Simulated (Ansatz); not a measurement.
# HfB2 (P6/mmm) in Ansatz: equation of state

How stiff is HfB2 in PBEsol, and what volume does it want? The cell is scaled to several volumes.

Program: Ansatz 0.2.0. These are calculated values, not measurements. Logs are shortened: lines on timing, memory, paths and dates and some standing lists are left out, and cuts for length are marked.

### Step 1. The structure

The structure is hexagonal, space group P6/mmm (No. 191). Conventional cell: a = 3.140 Å, b = 3.140 Å, c = 3.480 Å, α = 90.00°, β = 90.00°, γ = 120.00°. Hf (site symmetry 6/mmm) is surrounded by 12 B at 2.51 Å. Around B (site symmetry -6m2) lie 3 B at 1.81 Å.

### Step 2. Single point, PBEsol, 9.31 Å³/atom (volume scaled by 0.94)

Input file input.yaml:

```yaml
crystal:
  lattice:
    - [3.0759003814, 0.0, 0.0]
    - [-1.5379501907, 2.6638078698, 0.0]
    - [0.0, 0.0, 3.4089596583]
  atoms:
    - { symbol: Hf, position: [0.0, 0.0, 0.0] }
    - { symbol: B, position: [0.6666666667, 0.3333333333, 0.5] }
    - { symbol: B, position: [0.3333333333, 0.6666666667, 0.5] }
hamiltonian:
  xc: pbesol
  pseudopotentials: { kind: paw }
kpoints:
  mp_grid: { grid: [10, 10, 8] }
scf:
  occupations: { method: fermi_dirac, width: 0.05 }
output:
  forces: true
  stress: true
  eigenvalues: true
```

Potentials or basis: Ansatz PAW.

Run with:

```console
$ ansatz run input.yaml --threads 2 --pin off --max-ram 5632MiB --backend cpu --events-out ev --progress --plain --runs-dir out
```

Output:

```text
Warning: RAYON_NUM_THREADS=2 ignored (pool sized by the plan → 2); use --threads N
Engine: ansatz 0.2.0, aarch64-unknown-linux-gnu
Pseudopotentials: kind: paw
Pseudopotential: Hf, paw, valence charge 26, recommended cutoff 420 eV (normal), Hf.paw.azcp
Pseudopotential: B, paw, valence charge 3, recommended cutoff 420 eV (normal), B.paw.azcp
Functional definition: PBEsol
  exchange = pbesol_x
  correlation = pbesol_c
Crystal: 3 atoms, lattice volume = 27.932 Å³
Basis set: ecut = 420 eV, 563 PW (Γ), exchange–correlation on 48×48×48 points (8 copies of the dense FFT grid, shifted against one another)
Bands: 20, of which v1, the nominal top of the filled ones, is band 16 counted from 1 (15 counted from 0)
Symmetry: 24 space group operations
Space group: P6/mmm (ITA 191), of the structure as read, at distance tolerance 3.0e-5 Å
k-points: 70 of 800
Non-local potential: Hf, projectors of the file, l = 0: 3, l = 1: 2, l = 2: 2, l = 3: 3
Non-local potential: B, projectors of the file, l = 0: 2, l = 1: 2, l = 2: 1
PAW form: soft (Blöchl's): semilocal exchange-correlation on the pseudo side does not see the compensation charge
PAW frozen core: Hf, regenerated for the run's functional, and the local potential with it (the file was generated under x = pbe(κ = 0.804, μ = 0.2195149727645171), c = pbe(β = 0.06672455060314922))
PAW frozen core: B, regenerated for the run's functional, and the local potential with it (the file was generated under x = pbe(κ = 0.804, μ = 0.2195149727645171), c = pbe(β = 0.06672455060314922))
PAW one-centre angular grid: Hf, 590 points (default); XC on 64 Gauss nodes
PAW one-centre angular grid: B, 110 points (default); XC on 64 Gauss nodes
Initial density: superposition of atomic densities (neutral atoms: chi_scale 0, normalization atom), corrected by the library's trained network
Initial wavefunctions: pseudopotential atomic-orbital guess
Functional: x = pbesol(κ = 0.804, μ = 0.12345679012345678), c = pbesol(β = 0.046)
SCF iter   1: F=—  HF=-15906.557387 eV  |F-HF|=—  |Δ(HF+E_count)|=         —  Δρ=4.99e-3  dr2=9.85e-3  ethr=1.77e-3  ⟨swp⟩=4.5  Hψ=5552  notcnv=0
preconditioner: auto → none  [insulator: Δε(μ)=0.305 eV  Ē_g=17.621 eV  σ=0.050 eV  W_gap=0.77  n_scr=8 (ndim 8)  ℏωp=38.5 eV  f_vac=0.000  D(μ)=0.30/eV (n_scr^D=0)  ε∞_Penn≈5.8]
SCF iter   2: F=—  HF=-15906.554132 eV  |F-HF|=—  |Δ(HF+E_count)|=   3.26e-3  Δρ=1.49e-3  dr2=6.65e-4  ethr=3.08e-5  ⟨swp⟩=2.0  Hψ=2537  notcnv=0
SCF iter   3: F=—  HF=-15906.553939 eV  |F-HF|=—  |Δ(HF+E_count)|=   1.93e-4  Δρ=7.37e-4  dr2=6.78e-5  ethr=2.08e-6  ⟨swp⟩=2.1  Hψ=2379  notcnv=0
SCF iter   4: F=—  HF=-15906.553939 eV  |F-HF|=—  |Δ(HF+E_count)|=   1.88e-7  Δρ=2.78e-4  dr2=1.06e-5  ethr=2.12e-7  ⟨swp⟩=2.0  Hψ=2498  notcnv=0
SCF iter   5: F=—  HF=-15906.553935 eV  |F-HF|=—  |Δ(HF+E_count)|=   4.03e-6  Δρ=7.37e-5  dr2=3.84e-7  ethr=3.31e-8  ⟨swp⟩=2.0  Hψ=2510  notcnv=0
SCF iter   6: F=-15906.553935 eV  HF=-15906.553935 eV  |F-HF|=3.02e-9  |Δ(HF+E_count)|=   3.06e-7  Δρ=5.51e-6  dr2=3.89e-9  ethr=3.13e-10  ⟨swp⟩=5.0  Hψ=5724  notcnv=0
SCF 1 converged in 6 iterations: F = -15906.553935 eV  dr2 = 3.89e-9
SCF converged after 6 iterations
Free energy (F): -15906.553935 eV
Harris-Foulkes:  -15906.553935 eV  (|F-HF|=3.02e-9)
Internal energy: -15906.551424 eV  (E = F + TS)
E sigma→0 (E₀):  -15906.552680 eV
Entropy (-TS):   -0.002511 eV (-0.837 meV/atom)
Fermi energy:    21.561207 eV
--- Per-component energies (eV) ---
  E_band       = 170.691890
  E_kinetic    = 532.371378
  E_local      = -5120.704216  (includes V_loc(G=0)·N_el)
  E_nonlocal   = -1215.287228
  E_hartree    = 2456.222587
  E_xc         = -366.640628
  E_vxc        = -348.799665  (∫ρ·V_xc dr)
  E_paw        = -6959.948098  (= ΣΔE_a)
  E_vpaw       = 1410.670294  (= ΣTr[D̂ρ^β])
  E_aug_tail   = -0.000006  (compensation charges beyond the density's cutoff)
  E_ewald      = -5233.845726
  E_core_change = 1.280513  (= ΣΔE_core)
  E_smearing   = -0.002511  (= −TS)
  E_closure    = -0.000000  (closes the sum)
  Σ components = -15906.553935   (vs F -15906.553935, Δ=0.00e0)
--- Forces (eV/Å), atoms counted from 1 ---
  atom   1  Hf    -0.00000000    -0.00000000     0.00000000
  atom   2  B     -0.00000000     0.00000000     0.00000000
  atom   3  B     -0.00000000    -0.00000000    -0.00000000
  max |Σ_I F_I| component: 1.85e-16 eV/Å
--- Stress (GPa, compression-positive) ---
       13.783514       0.000000      -0.000000
        0.000000      13.783514      -0.000000
       -0.000000      -0.000000      10.799210
  P = ⅓ Tr σ = 12.7887 GPa (127.887 kbar)
--- Band table (eV; the first three rows and the last of 70) ---
  k-point 0: bands = ["-39.8367", "-8.7645", "-8.1934", "-8.1934", "7.6307", "10.1950", "10.2065", "10.2338", "10.2338", "10.2339", "10.2339", "10.3414", "18.4775", "18.6583", "18.6583", "19.0258", "25.9623", "25.9623", "26.6535", "26.6535"]
  k-point 1: bands = ["-39.8352", "-8.8187", "-8.1895", "-8.1895", "7.9033", "10.1919", "10.2064", "10.2295", "10.2295", "10.2378", "10.2378", "10.3414", "17.1161", "18.8298", "18.8298", "20.3105", "24.5181", "24.5181", "26.0929", "26.0929"]
  k-point 2: bands = ["-39.8318", "-8.9467", "-8.1800", "-8.1800", "8.6543", "10.1873", "10.2061", "10.2194", "10.2194", "10.2474", "10.2474", "10.3414", "15.4599", "19.3263", "19.3263", "21.8382", "23.1369", "23.1369", "24.8108", "24.8108"]
  k-point 69: bands = ["-39.7549", "-8.8817", "-8.8708", "-8.7074", "10.1867", "10.2000", "10.2257", "10.2310", "10.2350", "10.2456", "10.3087", "11.9030", "12.9149", "16.1584", "18.4132", "18.4384", "26.5353", "27.6839", "28.7682", "29.2003"]
```

Run time: 1.5 s. Hardware: 2 threads of Arm Neoverse V1, shared host; peak memory 0.33 GiB.

What came out:

| Quantity | Value |
| --- | --- |
| Free energy | -15906.5539 eV |
| Pressure | 12.8 GPa |
| Band gap on the k mesh | none (metal or under the smearing width) |

Caveat: the PAW data sets come from PBE, with cores solved anew for the run's functional, which leaves a small shift of forces and pressure.

### Step 3. Single point, PBEsol, 9.51 Å³/atom (volume scaled by 0.96)

Changes to input.yaml since step 2:

```diff
@@ -2,5 +2,5 @@
   lattice:
-    - [3.0759003814, 0.0, 0.0]
-    - [-1.5379501907, 2.6638078698, 0.0]
-    - [0.0, 0.0, 3.4089596583]
+    - [3.0975623654, 0.0, 0.0]
+    - [-1.5487811827, 2.6825676982, 0.0]
+    - [0.0, 0.0, 3.4329672075]
   atoms:
```

Potentials or basis: Ansatz PAW.

Run with:

```console
$ ansatz run input.yaml --threads 2 --pin off --max-ram 5632MiB --backend cpu --events-out ev --progress --plain --runs-dir out
```

Wall time 1.5 s (2 threads of Arm Neoverse V1, shared host); peak memory 0.33 GiB.

The run converged. Its results:

```yaml
Free_energy: -15906.5895 eV
Pressure: 6.5 GPa
Band_gap_on_the_k_mesh: none (metal or under the smearing width)
```

Caveat: the PAW data sets come from PBE, with cores solved anew for the run's functional, which leaves a small shift of forces and pressure.

### Step 4. Single point, PBEsol, 9.71 Å³/atom (volume scaled by 0.98)

Changes to input.yaml since step 3:

```diff
@@ -2,5 +2,5 @@
   lattice:
-    - [3.0975623654, 0.0, 0.0]
-    - [-1.5487811827, 2.6825676982, 0.0]
-    - [0.0, 0.0, 3.4329672075]
+    - [3.1189255395, 0.0, 0.0]
+    - [-1.5594627698, 2.7010687497, 0.0]
+    - [0.0, 0.0, 3.4566435916]
   atoms:
@@ -20 +20,5 @@
   eigenvalues: true
+  write_density: true
+  write_potential: true
+  elf: true
+  volumetric_format: npy
```

Run with:

```console
$ ansatz run input.yaml --threads 2 --pin off --max-ram 5632MiB --backend cpu --events-out ev --progress --plain --runs-dir out
```

It took 1.9 s on 2 threads of Arm Neoverse V1, shared host; peak memory 0.33 GiB.

It converged, with:

```
Free energy            : -15906.6029 eV
Pressure               : 0.8 GPa
Band gap on the k mesh : none (metal or under the smearing width)
```

Caveat: the PAW data sets come from PBE, with cores solved anew for the run's functional, which leaves a small shift of forces and pressure.

### Step 5. Single point, PBEsol, 9.90 Å³/atom

Changes to input.yaml since step 4:

```diff
@@ -2,5 +2,5 @@
   lattice:
-    - [3.1189255395, 0.0, 0.0]
-    - [-1.5594627698, 2.7010687497, 0.0]
-    - [0.0, 0.0, 3.4566435916]
+    - [3.14, 0.0, 0.0]
+    - [-1.57, 2.7193197679, 0.0]
+    - [0.0, 0.0, 3.48]
   atoms:
@@ -20,5 +20 @@
   eigenvalues: true
-  write_density: true
-  write_potential: true
-  elf: true
-  volumetric_format: npy
```

Potentials or basis: Ansatz PAW.

Run with:

```console
$ ansatz run input.yaml --threads 2 --pin off --max-ram 5632MiB --backend cpu --events-out ev --progress --plain --runs-dir out
```

Output:

```text
Warning: RAYON_NUM_THREADS=2 ignored (pool sized by the plan → 2); use --threads N
[... 7 set-up lines as earlier in the session ...]
Crystal: 3 atoms, lattice volume = 29.715 Å³
Basis set: ecut = 420 eV, 563 PW (Γ), exchange–correlation on 48×48×48 points (8 copies of the dense FFT grid, shifted against one another)
Bands: 20, of which v1, the nominal top of the filled ones, is band 16 counted from 1 (15 counted from 0)
[... 1 set-up line as earlier in the session ...]
Space group: P6/mmm (ITA 191), of the structure as read, at distance tolerance 3.1e-5 Å
k-points: 70 of 800
[... 10 set-up lines as earlier in the session ...]
SCF iter   1: F=—  HF=-15906.601892 eV  |F-HF|=—  |Δ(HF+E_count)|=         —  Δρ=5.75e-3  dr2=1.69e-2  ethr=1.77e-3  ⟨swp⟩=4.1  Hψ=5456  notcnv=0
preconditioner: auto → none  [insulator: Δε(μ)=0.294 eV  Ē_g=17.415 eV  σ=0.050 eV  W_gap=0.77  n_scr=8 (ndim 8)  ℏωp=37.3 eV  f_vac=0.000  D(μ)=0.31/eV (n_scr^D=0)  ε∞_Penn≈5.6]
SCF iter   2: F=—  HF=-15906.596855 eV  |F-HF|=—  |Δ(HF+E_count)|=   5.04e-3  Δρ=1.87e-3  dr2=1.66e-3  ethr=5.29e-5  ⟨swp⟩=2.0  Hψ=2517  notcnv=0
SCF iter   3: F=—  HF=-15906.596336 eV  |F-HF|=—  |Δ(HF+E_count)|=   5.19e-4  Δρ=7.20e-4  dr2=8.07e-5  ethr=5.18e-6  ⟨swp⟩=2.4  Hψ=2390  notcnv=0
SCF iter   4: F=—  HF=-15906.596319 eV  |F-HF|=—  |Δ(HF+E_count)|=   1.76e-5  Δρ=3.05e-4  dr2=1.15e-5  ethr=2.52e-7  ⟨swp⟩=2.0  Hψ=2244  notcnv=0
SCF iter   5: F=—  HF=-15906.596316 eV  |F-HF|=—  |Δ(HF+E_count)|=   2.81e-6  Δρ=7.81e-5  dr2=4.44e-7  ethr=3.60e-8  ⟨swp⟩=2.0  Hψ=2492  notcnv=0
SCF iter   6: F=-15906.596316 eV  HF=-15906.596316 eV  |F-HF|=1.86e-10  |Δ(HF+E_count)|=   1.60e-7  Δρ=3.65e-6  dr2=1.03e-9  ethr=3.13e-10  ⟨swp⟩=4.8  Hψ=5604  notcnv=0
SCF 1 converged in 6 iterations: F = -15906.596316 eV  dr2 = 1.03e-9
SCF converged after 6 iterations
Free energy (F): -15906.596316 eV
Harris-Foulkes:  -15906.596316 eV  (|F-HF|=1.86e-10)
Internal energy: -15906.593723 eV  (E = F + TS)
E sigma→0 (E₀):  -15906.595019 eV
Entropy (-TS):   -0.002593 eV (-0.864 meV/atom)
Fermi energy:    20.269833 eV
--- Per-component energies (eV) ---
  E_band       = 125.651162
  E_kinetic    = 525.800013
  E_local      = -5283.445894  (includes V_loc(G=0)·N_el)
  E_nonlocal   = -1216.220598
  E_hartree    = 2516.094132
  E_xc         = -364.411981
  E_vxc        = -345.921724  (∫ρ·V_xc dr)
  E_paw        = -6958.687333  (= ΣΔE_a)
  E_vpaw       = 1413.252333  (= ΣTr[D̂ρ^β])
  E_aug_tail   = -0.000008  (compensation charges beyond the density's cutoff)
  E_ewald      = -5127.002568
  E_core_change = 1.280513  (= ΣΔE_core)
  E_smearing   = -0.002593  (= −TS)
  E_closure    = 0.000000  (closes the sum)
  Σ components = -15906.596316   (vs F -15906.596316, Δ=0.00e0)
--- Forces (eV/Å), atoms counted from 1 ---
  atom   1  Hf    -0.00000000    -0.00000000     0.00000000
  atom   2  B      0.00000000     0.00000000     0.00000000
  atom   3  B      0.00000000    -0.00000000     0.00000000
  max |Σ_I F_I| component: 1.85e-17 eV/Å
--- Stress (GPa, compression-positive) ---
       -4.021039       0.000000       0.000000
        0.000000      -4.021039       0.000000
        0.000000       0.000000      -4.927985
  P = ⅓ Tr σ = -4.3234 GPa (-43.234 kbar)
--- Band table (eV; the first three rows and the last of 70) ---
  k-point 0: bands = ["-41.3530", "-10.2273", "-9.7420", "-9.7420", "6.6698", "8.6652", "8.6808", "8.6967", "8.6967", "8.6983", "8.6983", "8.7914", "17.3344", "17.4845", "17.4845", "17.6777", "24.3495", "24.3495", "25.0139", "25.0139"]
  k-point 1: bands = ["-41.3519", "-10.2691", "-9.7390", "-9.7390", "6.9164", "8.6628", "8.6808", "8.6951", "8.6951", "8.6999", "8.6999", "8.7914", "15.8954", "17.6457", "17.6457", "19.0314", "23.0291", "23.0291", "24.4982", "24.4982"]
  k-point 2: bands = ["-41.3494", "-10.3684", "-9.7317", "-9.7317", "7.5968", "8.6602", "8.6806", "8.6874", "8.6874", "8.7076", "8.7076", "8.7914", "14.2601", "18.1116", "18.1116", "20.5135", "21.7403", "21.7403", "23.3087", "23.3087"]
  k-point 69: bands = ["-41.2917", "-10.3099", "-10.3011", "-10.1597", "8.6680", "8.6796", "8.6894", "8.6949", "8.6970", "8.7119", "8.7640", "10.8543", "11.8485", "14.9427", "17.0983", "17.1909", "24.8052", "25.8819", "26.8601", "27.3532"]
```

It took 1.4 s on 2 threads of Arm Neoverse V1, shared host; peak memory 0.33 GiB.

What came out:

```yaml
Free_energy: -15906.5963 eV
Pressure: -4.3 GPa
Band_gap_on_the_k_mesh: none (metal or under the smearing width)
```

Caveat: the PAW data sets come from PBE, with cores solved anew for the run's functional, which leaves a small shift of forces and pressure.

### Step 6. Single point, PBEsol, 10.10 Å³/atom (volume scaled by 1.02)

Changes to input.yaml since step 5:

```diff
@@ -2,5 +2,5 @@
   lattice:
-    - [3.14, 0.0, 0.0]
-    - [-1.57, 2.7193197679, 0.0]
-    - [0.0, 0.0, 3.48]
+    - [3.160795308, 0.0, 0.0]
+    - [-1.580397654, 2.7373290329, 0.0]
+    - [0.0, 0.0, 3.5030470293]
   atoms:
```

Potentials or basis: Ansatz PAW.

Run with:

```console
$ ansatz run input.yaml --threads 2 --pin off --max-ram 5632MiB --backend cpu --events-out ev --progress --plain --runs-dir out
```

It took 1.5 s on 2 threads of Arm Neoverse V1, shared host; peak memory 0.33 GiB.

The run converged. Its results:

```
Free energy            : -15906.5715 eV
Pressure               : -9.0 GPa
Band gap on the k mesh : none (metal or under the smearing width)
```

Caveat: the PAW data sets come from PBE, with cores solved anew for the run's functional, which leaves a small shift of forces and pressure.

### Step 7. Single point, PBEsol, 10.30 Å³/atom (volume scaled by 1.04)

Changes to input.yaml since step 6:

```diff
@@ -2,5 +2,5 @@
   lattice:
-    - [3.160795308, 0.0, 0.0]
-    - [-1.580397654, 2.7373290329, 0.0]
-    - [0.0, 0.0, 3.5030470293]
+    - [3.181320528, 0.0, 0.0]
+    - [-1.590660264, 2.7551043948, 0.0]
+    - [0.0, 0.0, 3.5257947253]
   atoms:
```

Run with:

```console
$ ansatz run input.yaml --threads 2 --pin off --max-ram 5632MiB --backend cpu --events-out ev --progress --plain --runs-dir out
```

It took 1.5 s on 2 threads of Arm Neoverse V1, shared host; peak memory 0.33 GiB.

Results (log left out):

| Item | Value |
| --- | --- |
| Free energy | -15906.5302 eV |
| Pressure | -13.2 GPa |
| Band gap on the k mesh | none (metal or under the smearing width) |

Caveat: the PAW data sets come from PBE, with cores solved anew for the run's functional, which leaves a small shift of forces and pressure.

### Step 8. Single point, PBEsol, 10.50 Å³/atom (volume scaled by 1.06)

Changes to input.yaml since step 7:

```diff
@@ -2,5 +2,5 @@
   lattice:
-    - [3.181320528, 0.0, 0.0]
-    - [-1.590660264, 2.7551043948, 0.0]
-    - [0.0, 0.0, 3.5257947253]
+    - [3.2015842624, 0.0, 0.0]
+    - [-1.6007921312, 2.7726533036, 0.0]
+    - [0.0, 0.0, 3.548252622]
   atoms:
```

Run with:

```console
$ ansatz run input.yaml --threads 2 --pin off --max-ram 5632MiB --backend cpu --events-out ev --progress --plain --runs-dir out
```

Run time: 1.5 s. Hardware: 2 threads of Arm Neoverse V1, shared host; peak memory 0.33 GiB.

The run converged. Its results:

```yaml
Free_energy: -15906.4739 eV
Pressure: -17.1 GPa
Band_gap_on_the_k_mesh: none (metal or under the smearing width)
```

Caveat: the PAW data sets come from PBE, with cores solved anew for the run's functional, which leaves a small shift of forces and pressure.

### Step 9. Equation of state, PBEsol

Potentials or basis: Ansatz PAW.

No new run: the results of the series are fitted here.

What came out:

* Equilibrium volume: 9.74 Å³/atom
* Bulk modulus at fixed shape and positions: 262 GPa
* Pressure derivative of the bulk modulus: 3.8

Energy against volume, from the lowest point:
```tsv
volume (Å³/atom)	energy (meV/atom)
9.311	16.34
9.509	4.47
9.707	0.00
9.905	2.21
10.103	10.48
10.301	24.26
10.499	43.01
```

Caveat: the cell was scaled at fixed shape and fractional positions, which overstates the stiffness of a crystal with free parameters, most of all of layers and chains. Spin-orbit coupling is left out, which matters for the levels of Hf.
